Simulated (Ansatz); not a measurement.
FeAl and the effect of the choice of potentials or basis

```cif
data_structure
_symmetry_space_group_name_H-M 'P 1'
_symmetry_Int_Tables_number 1
_cell_length_a 2.9100
_cell_length_b 2.9100
_cell_length_c 2.9100
_cell_angle_alpha 90.000
_cell_angle_beta 90.000
_cell_angle_gamma 90.000
_cell_volume 24.64
loop_
_atom_site_label
_atom_site_type_symbol
_atom_site_fract_x
_atom_site_fract_y
_atom_site_fract_z
_atom_site_occupancy
Fe1 Fe 0.50000 0.50000 0.50000 1
Al1 Al 0.00000 0.00000 0.00000 1
```

Kept alike: task band structure; functional PBE; k mesh 9 × 9 × 9; occupations fermi-dirac, width 0.05 eV; collinear spin, ferromagnetic start. Program: Ansatz. Cutoffs run from 871 to 1605 eV. The mesh is that of the run's cell of 2 atoms. No spin-orbit coupling.

| choice of potentials or basis | pressure (GPa) | moment of the cell (μB) |
| --- | --- | --- |
| Ansatz NC | -6.13 | 0.67 |
| Ansatz PAW (files of its older set among them) | -6.13 | 0.66 |
| JTH PAW | -6.49 | 0.67 |
| PseudoDojo standard (PBE files) | -6.11 | 0.71 |
| PseudoDojo stringent (PBE files) | -6.22 | 0.69 |
| SPMS NC | -6.28 | 0.68 |
| SSSP efficiency PAW | -5.91 | 0.66 |

Pressure is positive in compression, with a Pulay correction for the finite cutoff. For a metal such a mesh leaves the last digits unconverged. The runs hold the magnetic state that their start led to, which needn't be the lowest.

Question: What does the choice of potentials or basis change here?

Answer: The pressure runs from -6.49 (JTH PAW) to -5.91 GPa (SSSP efficiency PAW). The moment of the cell runs from 0.66 (Ansatz PAW (files of its older set among them); SSSP efficiency PAW) to 0.71 μB (PseudoDojo standard (PBE files)).
